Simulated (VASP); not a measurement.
# PbO: relaxed cell and band gap, by functional

PbO, P4/nmm (no. 129), 4 atoms in the cell.

| Functional | Volume (Å³/atom) | Change from the starting volume (fraction) | Gap, path and mesh (eV) | Time (s) |
|---|---|---|---|---|
| vdW-DF2 | 23.38 | 0.173 | 1.65 | 1078 |
| rev-vdW-DF2 | 20.50 | 0.028 | 1.31 | 564 |
| vdW-DF-cx | 19.66 | -0.014 | 1.16 | 485 |
| vdW-DF3-opt1 | 19.84 | -0.005 | 1.21 | 650 |
| vdW-DF3-opt2 | 20.27 | 0.017 | 1.27 | 589 |

Limits: Spin-orbit coupling is left out, and with elements this heavy it changes the gap.

## Input of the first row

INCAR.step1:
```
SYSTEM = PbO
PREC     = Accurate       ! precision mode
ENCUT    = 600            ! plane-wave cutoff, eV
EDIFF    = 1E-7           ! SCF threshold, eV
ISMEAR   = 0              ! smearing method
SIGMA    = 0.02           ! smearing width, eV
LREAL    = .FALSE.        ! projectors in reciprocal space
LASPH    = .TRUE.         ! aspherical terms in the spheres
GGA_COMPAT= .FALSE.      
ALGO     = Normal         ! electronic algorithm
NELM     = 150            ! most SCF steps
ISIF     = 3              ! what is computed and relaxed
LWAVE    = .FALSE.        ! write WAVECAR
LCHARG   = .FALSE.        ! write CHGCAR
GGA      = ML             ! functional
LUSE_VDW = .TRUE.       
AGGAC    = 0.0          
ZAB_VDW  = -1.8867      
IBRION   = 2              ! ionic algorithm
EDIFFG   = -0.002         ! ionic threshold
NSW      = 60             ! ionic steps
KPAR     = 4             
```

INCAR.step2, as INCAR.step1 but for:
```
- NSW = 60
+ NSW = 40
```

INCAR.step3, as INCAR.step2 but for:
```
- ISIF = 3
- IBRION = 2
- EDIFFG = -0.002
- NSW = 40
+ ISIF = 2
+ NBANDS = 28
```

KPOINTS:
```
k-points
0
Gamma
  5 5 4
```

KPOINTS_OPT:
```
path GXMGZRAZ,XR,MA
8
line-mode
reciprocal
 0.0000000000  0.0000000000  0.0000000000  G
 0.0000000000  0.5000000000  0.0000000000  X

 0.0000000000  0.5000000000  0.0000000000  X
 0.5000000000  0.5000000000  0.0000000000  M

 0.5000000000  0.5000000000  0.0000000000  M
 0.0000000000  0.0000000000  0.0000000000  G

 0.0000000000  0.0000000000  0.0000000000  G
 0.0000000000  0.0000000000  0.5000000000  Z

 0.0000000000  0.0000000000  0.5000000000  Z
 0.0000000000  0.5000000000  0.5000000000  R

 0.0000000000  0.5000000000  0.5000000000  R
 0.5000000000  0.5000000000  0.5000000000  A

 0.5000000000  0.5000000000  0.5000000000  A
 0.0000000000  0.0000000000  0.5000000000  Z

 0.0000000000  0.5000000000  0.0000000000  X
 0.0000000000  0.5000000000  0.5000000000  R

 0.5000000000  0.5000000000  0.0000000000  M
 0.5000000000  0.5000000000  0.5000000000  A
```

POSCAR.step1:
```
PbO
1.0
    3.9900000000      0.0000000000      0.0000000000
    0.0000000000      3.9900000000      0.0000000000
    0.0000000000      0.0000000000      5.0100000000
Pb O
2 2
Direct
    0.5000000000      0.0000000000      0.7600000000
    0.0000000000      0.5000000000      0.2400000000
    0.5000000000      0.5000000000      0.0000000000
    0.0000000000      0.0000000000      0.0000000000
```

Commands (each step's output is kept before the next begins):
```
cat potpaw_PBE.64/Pb_d/POTCAR potpaw_PBE.64/O/POTCAR > POTCAR
cp INCAR.step1 INCAR
cp POSCAR.step1 POSCAR
mpirun -np 4 vasp_std > vasp.out
cp CONTCAR POSCAR
rm WAVECAR CHG
cp INCAR.step2 INCAR
mpirun -np 4 vasp_std > vasp.out
cp CONTCAR POSCAR
rm WAVECAR CHG
cp INCAR.step3 INCAR
mpirun -np 4 vasp_std > vasp.out
```

Changes of the last row against the first:
```
(all steps)
- GGA = ML
+ GGA = MK
+ PARAM1 = 0.1234568
+ PARAM2 = 0.58
+ IVDW_NL = 4
```

VASP 6.6.1 took 1078 s on 4 cores (Intel Xeon 6975P-C (Granite Rapids)), a shared host.
